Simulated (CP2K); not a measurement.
# PbS (R3m) in CP2K: reference runs

Aim: a first look at PbS with PBE, on the cell as given and on a disturbed one.

Everything below comes from runs of CP2K 2026.2. Logs are shortened: lines on timing, memory, paths and dates and some standing lists are left out, and cuts for length are marked.

## Step 1: Starting point

Symmetry: R3m, No. 160, trigonal system. The conventional cell has a = 4.225 Å, b = 4.225 Å, c = 10.356 Å, α = 90.00°, β = 90.00°, γ = 120.00°. Around Pb (site symmetry 3m) lie 6 S at 2.96 to 3.02 Å. S (site symmetry 3m) has 6 Pb at 2.96 to 3.02 Å as nearest neighbours.

The cell is a database's computed one.

## Step 2: Single point, PBE

Input file pbs_scf.inp:

```
&GLOBAL
  PROJECT pbs_scf
  RUN_TYPE ENERGY_FORCE
  PRINT_LEVEL LOW
&END GLOBAL
&FORCE_EVAL
  METHOD QS
  STRESS_TENSOR ANALYTICAL
  &DFT
    BASIS_SET_FILE_NAME BASIS_MOLOPT_UZH
    POTENTIAL_FILE_NAME POTENTIAL_UZH
    &MGRID
      CUTOFF 450
      REL_CUTOFF 60
      NGRIDS 5
    &END MGRID
    &QS
      METHOD GPW
      EPS_DEFAULT 1.0E-10
    &END QS
    &KPOINTS
      SCHEME MONKHORST-PACK 8 8 8
      GAMMA_CENTERED T
      SYMMETRY T
      SYMMETRY_BACKEND SPGLIB
    &END KPOINTS
    &SCF
      SCF_GUESS ATOMIC
      EPS_SCF 1.0E-6
      MAX_SCF 100
      ADDED_MOS 10
      CHOLESKY OFF
      EPS_EIGVAL 1.0E-7
      &DIAGONALIZATION ON
        ALGORITHM STANDARD
      &END DIAGONALIZATION
      &MIXING ON
        METHOD BROYDEN_MIXING
        ALPHA 0.4
        BETA 1.5
        NBUFFER 8
      &END MIXING
      &SMEAR ON
        METHOD FERMI_DIRAC
        ELECTRONIC_TEMPERATURE [K] 580.226
      &END SMEAR
    &END SCF
    &XC
      &XC_FUNCTIONAL
        &GGA_X_PBE
        &END GGA_X_PBE
        &GGA_C_PBE
        &END GGA_C_PBE
      &END XC_FUNCTIONAL
    &END XC
    &PRINT
      &KPOINTS ON
      &END KPOINTS
      &MULLIKEN ON
      &END MULLIKEN
      &MO ON
        ENERGIES T
        OCCUPATION_NUMBERS T
        &EACH
          QS_SCF 0
        &END EACH
        ADD_LAST NUMERIC
      &END MO
      &LOWDIN ON
      &END LOWDIN
      &HIRSHFELD ON
        SHAPE_FUNCTION DENSITY
      &END HIRSHFELD
    &END PRINT
  &END DFT
  &SUBSYS
    &CELL
      ABC 4.2269191050 4.2269191050 4.2269191051
      ALPHA_BETA_GAMMA 59.9750258792 59.9750258791 59.9750258801
      PERIODIC XYZ
    &END CELL
    &COORD
      SCALED
      Pb  0.9805657800 0.9805657800 0.9805657800
      S   0.4750355500 0.4750355500 0.4750355500
    &END COORD
    &KIND Pb
      BASIS_SET TZVP-MOLOPT-PBE-GTH-q4
      POTENTIAL GTH-PBE-q4
    &END KIND
    &KIND S
      BASIS_SET TZVP-MOLOPT-PBE-GTH-q6
      POTENTIAL GTH-PBE-q6
    &END KIND
    &PRINT
      &ATOMIC_COORDINATES ON
      &END ATOMIC_COORDINATES
      &CELL ON
      &END CELL
    &END PRINT
  &END SUBSYS
  &PRINT
    &FORCES ON
    &END FORCES
    &STRESS_TENSOR ON
    &END STRESS_TENSOR
  &END PRINT
&END FORCE_EVAL
```

Potentials or basis: POTENTIAL_UZH Pb GTH-PBE-q4, S GTH-PBE-q6; TZVP-MOLOPT-PBE-GTH basis.

Started as:

```
> OMP_NUM_THREADS=1 cp2k.psmp -i pbs_scf.inp -o pbs_scf.out
```

pbs_scf.out:

```text

 CP2K| version string:                                       CP2K version 2026.2
 CP2K| Input file name                                               pbs_scf.inp

 GLOBAL| Force Environment number                                              1
 GLOBAL| Basis set file name                                    BASIS_MOLOPT_UZH
 GLOBAL| Potential file name                                       POTENTIAL_UZH
 GLOBAL| MM Potential file name                                     MM_POTENTIAL
 GLOBAL| Coordinate file name                                      __STD_INPUT__
 GLOBAL| Method name                                                        CP2K
 GLOBAL| Project name                                                    pbs_scf
 GLOBAL| Run type                                                   ENERGY_FORCE
 GLOBAL| FFT library                                                       FFTW3
 GLOBAL| Diagonalization library                                       ScaLAPACK
 GLOBAL| Cholesky decomposition library                                ScaLAPACK
 GLOBAL| DGEMM library                                                      BLAS
 GLOBAL| Direct generalized diagonalization requested                          F
 GLOBAL| Matrix multiplication library                                 ScaLAPACK
 GLOBAL| Global print level                                                  LOW
 GLOBAL| Total number of message passing processes                             1
 GLOBAL| Number of threads for this process                                    1
 GLOBAL| CPU model name                          Intel(R) Xeon(R) Platinum 8488C

 CELL| Volume [angstrom^3]:                                            53.371670
 CELL| Vector a [angstrom]:       4.227     0.000     0.000   |a| =     4.226919
 CELL| Vector b [angstrom]:       2.115     3.660     0.000   |b| =     4.226919
 CELL| Vector c [angstrom]:       2.115     1.221     3.450   |c| =     4.226919
 CELL| Angle (b,c), alpha [degree]:                                    59.975026
 CELL| Angle (a,c), beta  [degree]:                                    59.975026
 CELL| Angle (a,b), gamma [degree]:                                    59.975026
 CELL| Numerically orthorhombic:                                              NO
 CELL| Periodicity                                                           XYZ

 CELL_REF| Volume [angstrom^3]:                                        53.371670
 CELL_REF| Vector a [angstrom     4.227     0.000     0.000   |a| =     4.226919
 CELL_REF| Vector b [angstrom     2.115     3.660     0.000   |b| =     4.226919
 CELL_REF| Vector c [angstrom     2.115     1.221     3.450   |c| =     4.226919
 CELL_REF| Angle (b,c), alpha [degree]:                                59.975026
 CELL_REF| Angle (a,c), beta  [degree]:                                59.975026
 CELL_REF| Angle (a,b), gamma [degree]:                                59.975026
 CELL_REF| Numerically orthorhombic:                                          NO
 CELL_REF| Periodicity                                                       XYZ

 GENERATE|  Preliminary Number of Bonds generated:                             0
 GENERATE|  Achieved consistency in connectivity generation.

 *******************************************************************************
 *******************************************************************************
 **            Copyright (C) by CP2K developers group (2000-2026)             **
 *******************************************************************************

 TOTAL NUMBERS AND MAXIMUM NUMBERS

  Total number of            - Atomic kinds:                                   2
                             - Atoms:                                          2
                             - Shell sets:                                     2
                             - Shells:                                        14
                             - Primitive Cartesian functions:                  8
                             - Cartesian basis functions:                     36
                             - Spherical basis functions:                     34

  Maximum angular momentum of- Orbital basis functions:                        2
                             - Local part of the GTH pseudopotential:          0
                             - Non-local part of the GTH pseudopotential:      4

 MODULE QUICKSTEP: ATOMIC COORDINATES IN ANGSTROM

   Atom Kind Element         X             Y             Z       Z(eff)     Mass
      1    1 Pb   82      8.292673      4.785368      3.383128   4.0000 207.2000
      2    2 S    16      4.017389      2.318274      1.638958   6.0000  32.0650

 SCF PARAMETERS         Density guess:                                    ATOMIC
[... 91 lines left out ...]
  ------------------------------------------------------------------------------
     1 NoMix/Diag. 0.40E+00    0.9     0.69074648       -13.7949643157 -1.38E+01
     2 Broy./Diag. 0.40E+00    1.0     0.05472295       -13.3824683751  4.12E-01
     3 Broy./Diag. 0.40E+00    1.0     0.12155887       -13.6206650911 -2.38E-01
     4 Broy./Diag. 0.40E+00    0.9     0.02645728       -13.8472095084 -2.27E-01
     5 Broy./Diag. 0.40E+00    0.9     0.01291533       -13.7854300116  6.18E-02
     6 Broy./Diag. 0.40E+00    1.0     0.00194794       -13.7963374967 -1.09E-02
     7 Broy./Diag. 0.40E+00    1.0     0.00114053       -13.7884338737  7.90E-03
     8 Broy./Diag. 0.40E+00    1.0     0.00025329       -13.7900449268 -1.61E-03
     9 Broy./Diag. 0.40E+00    1.0     0.00006563       -13.7897312197  3.14E-04
    10 Broy./Diag. 0.40E+00    1.0     0.00012765       -13.7896329284  9.83E-05
    11 Broy./Diag. 0.40E+00    1.0     0.00004869       -13.7896012097  3.17E-05
    12 Broy./Diag. 0.40E+00    1.0     0.00001351       -13.7896025004 -1.29E-06
    13 Broy./Diag. 0.40E+00    1.0     0.00000168       -13.7896026479 -1.48E-07
    14 Broy./Diag. 0.40E+00    1.0     0.00000045       -13.7896033486 -7.01E-07

  *** SCF run converged in    14 steps ***

  Electronic density on regular grids:        -10.0000000000        0.0000000000
  Core density on regular grids:                9.9999999972       -0.0000000028
  Total charge density on r-space grids:       -0.0000000028
  Total charge density g-space grids:          -0.0000000028

  Overlap energy of the core charge distribution:               0.00000000000327
  Self energy of the core charge distribution:                -31.30129766141820
  Core Hamiltonian energy:                                      6.74976595673979
  Hartree energy:                                              14.00038316556196
  Exchange-correlation energy:                                 -3.23844726305999
  Electronic entropic energy:                                  -0.00000754648478
  Fermi energy:                                                 0.15841020042473

  Total energy:                                               -13.78960334864850
  Total energy (extrapolated to T->0):                        -13.78959957540611

 MO| EIGENVALUES AND OCCUPATION NUMBERS FOR K POINT 1
 MO|
 MO|  Index      Eigenvalue [a.u.]        Eigenvalue [eV]             Occupation
 MO|      1              -0.311707              -8.481969               2.000000
 MO|      2              -0.157813              -4.294301               2.000000
 MO|      3               0.081356               2.213810               2.000000
 MO|      4               0.081356               2.213810               2.000000
 MO|      5               0.131389               3.575278               1.999999
 MO|      6               0.193546               5.266668               0.000000
 MO|      7               0.239018               6.504017               0.000000
 MO|      8               0.239018               6.504017               0.000000
 MO|      9               0.464020              12.626632               0.000000
 MO|     10               0.551722              15.013125               0.000000
 MO|     11               0.551722              15.013127               0.000000
 MO|     12               0.629730              17.135815               0.000000
 MO|     13               0.714383              19.439338               0.000000
[... 269 lines left out ...]
 MO|      4               0.026295               0.715511               2.000000
 MO|      5               0.112381               3.058035               2.000000
 MO|      6               0.221659               6.031639               0.000000
 MO|      7               0.297119               8.085029               0.000000
 MO|      8               0.321693               8.753707               0.000000
 MO|      9               0.483974              13.169604               0.000000
 MO|     10               0.487573              13.267528               0.000000
 MO|     11               0.624807              17.001872               0.000000
 MO|     12               0.646545              17.593373               0.000000
 MO|     13               0.700850              19.071105               0.000000
 MO|     14               0.754779              20.538568               0.000000
 MO|     15               0.781554              21.267156               0.000000
 MO| Sum:                                                              10.000000
 MO| E(Fermi):            0.158410 a.u.          4.310561 eV

 [... the levels of further k-points ...]

 !-----------------------------------------------------------------------------!
                     Mulliken Population Analysis

 #  Atom  Element  Kind  Atomic population                           Net charge
       1     Pb       1          3.149598                              0.850402
       2     S        2          6.850402                             -0.850402
 # Total charge                             10.000000                 -0.000000

 !-----------------------------------------------------------------------------!

 !-----------------------------------------------------------------------------!
                           Hirshfeld Charges

  #Atom  Element  Kind  Ref Charge     Population                    Net charge
      1       Pb     1       4.000          3.716                         0.284
      2       S      2       6.000          6.284                        -0.284

  Total Charge                                                           -0.000
 !-----------------------------------------------------------------------------!

 LOWDIN POPULATION ANALYSIS

 #  Atom  Element  Kind  Atomic population                           Net charge
       1     Pb       1          3.811303                              0.188697
       2     S        2          6.188697                             -0.188697
 # Total charge                             10.000000                  0.000000

 ENERGY| Total FORCE_EVAL ( QS ) energy [hartree]            -13.789603598487533

 FORCES| Atomic forces [hartree/bohr]
 FORCES|   Atom     x               y               z               |f|
 FORCES|      1 -5.38928436E-04 -3.10984185E-04 -2.19856600E-04   6.59918136E-04
 FORCES|      2  5.38233770E-04  3.10583321E-04  2.19573200E-04   6.59067509E-04
 FORCES| Sum    -6.94665515E-07 -4.00863723E-07 -2.83399576E-07
 FORCES| Total atomic force                                       8.50627546E-07

 STRESS| Analytical stress tensor [bar]
 STRESS|                        x                   y                   z
 STRESS|      x        1.56590942502E+04   3.92148702318E+01   2.77445407813E+01
 STRESS|      y        3.92148702318E+01   1.56138210409E+04   1.60143060297E+01
 STRESS|      z        2.77445407813E+01   1.60143060297E+01   1.56026065278E+04
 STRESS| 1/3 Trace                                             1.56251739396E+04
 STRESS| Determinant                                           3.81477070432E+12

 STRESS| Eigenvectors and eigenvalues of the analytical stress tensor [bar]
 STRESS|                        1                   2                   3
 STRESS| Eigenvalues   1.55911780369E+04   1.55912639892E+04   1.56930797928E+04
 STRESS|      x          -0.514372621881     -0.262662949855      0.816351015576
 STRESS|      y           0.856165019686     -0.211695541921      0.471345368701
 STRESS|      z           0.049012905697      0.941378336432      0.333773220572
```

Run time: 17 s. Hardware: 1 thread of Intel Xeon Platinum 8488C (Sapphire Rapids), shared host; peak memory 0.32 GiB.

Results:

| Quantity | Value |
| --- | --- |
| Free energy | -375.2342 eV |
| Pressure | 1.6 GPa |
| Largest force | 0.034 eV/Å |
| Band gap on the k mesh | 0.33 eV, direct |
| Mulliken charges | Pb +0.85; S -0.85 e |
| Hirshfeld charges | Pb +0.28; S -0.28 e |

Forces on the atoms (eV/Å):
```
Pb  -0.028 -0.016 -0.011
S    0.028  0.016  0.011
```

Caveat: Mulliken charges move with the basis; spin-orbit coupling is left out, which as a rule narrows the gap of such compounds by several tenths of an eV; the basis of atomic orbitals isn't converged, which shifts pressures, moduli and gaps.

(Continued in part 2 of 2.)
